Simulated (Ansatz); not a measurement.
# Computed properties of Te

```
Te
1.0
     4.23410   -2.37120    0.00000
     4.23410    2.37120    0.00000
    -0.13045    0.00000    3.95735
Te
3
Direct
  0.67600 0.67600 0.67500
  0.32400 0.32400 0.32500
  0.00000 0.00000 0.00000
```

Atoms are numbered in the order listed.

The geometry is COD entry 1533530, unchecked; take it as a test cell.

No spin–orbit coupling, which matters for the heavy atoms here.

Computed with DFT, PBE, all-electron LAPW, scalar-relativistic in Ansatz 0.2.0.

The runs use a Γ-centred 8×8×8 k mesh, Fermi–Dirac smearing of 0.05 eV, basis error target 1 meV/atom, no spin polarisation.

```json
{
 "Stress xx, yy, zz (compression positive)": "9.13, 9.24, 9.88 GPa",
 "Volume per atom": "178.7 bohr³"
}
```

(1) Give the computed value. Band gap.

(2) Density of states at the Fermi level (0.2 eV bin): what does the calculation give?

(3) Give the computed value. Largest force.

(4) Pressure at this cell: what does the calculation give?

## Answers

(1) none: bands cross the Fermi level, a metal.

(2) 2.00 states/eV per cell.

(3) 0.501 eV/Å on Te1.

(4) 9.42 GPa.
